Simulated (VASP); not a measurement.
Input of a VASP 6.6.1 run:

Contents of INCAR:

```
PREC     = Accurate       # precision mode
ENCUT    = 520            # plane-wave cutoff, eV
EDIFF    = 1E-7           # SCF threshold, eV
ISMEAR   = 0              # smearing method
SIGMA    = 0.02           # smearing width, eV
LREAL    = F              # projectors in reciprocal space
LASPH    = T              # aspherical terms in the spheres
NELM     = 60             # most SCF steps
ALGO     = Normal         # electronic algorithm
ISIF     = 3              # what is computed and relaxed
LWAVE    = F              # write WAVECAR
LCHARG   = F              # write CHGCAR
GGA      = PE             # functional
IBRION   = 2              # ionic algorithm
NSW      = 80             # ionic steps
EDIFFG   = -0.002         # ionic threshold
KPAR     = 4
```

KPOINTS

```
regular mesh
0
Gamma
  10 10 10
```

File POSCAR:

```
ZnS                                     
1.0
   -0.0000000000      2.7235674205      2.7235674205
    2.7235674205      0.0000000000      2.7235674205
    2.7235674205      2.7235674205      0.0000000000
  Zn              S             
     1     1
Direct
     0.2500000000000000    0.2500000000000000    0.2500000000000000
     0.0000000000000000    0.0000000000000000    0.0000000000000000
```

Potentials or basis: VASP PAW PBE potentials, release 64 (Zn, S).

Launch:

```bash
$ cat potpaw_PBE.64/Zn/POTCAR potpaw_PBE.64/S/POTCAR > POTCAR
$ mpirun -np 4 vasp_std > vasp.out
```

What does it give for the band gap on the k mesh?

2.01 eV, direct.

Final structure:
```
Zn S
1.0
     0.00000    2.72357    2.72357
     2.72357    0.00000    2.72357
     2.72357    2.72357    0.00000
Zn S
1 1
Cartesian
  1.3618 1.3618 1.3618
  0.0000 0.0000 0.0000
```

Caveat: the relaxation stopped at its first step, so nothing moved. As with any semilocal functional, this PBE gap is likely too small.
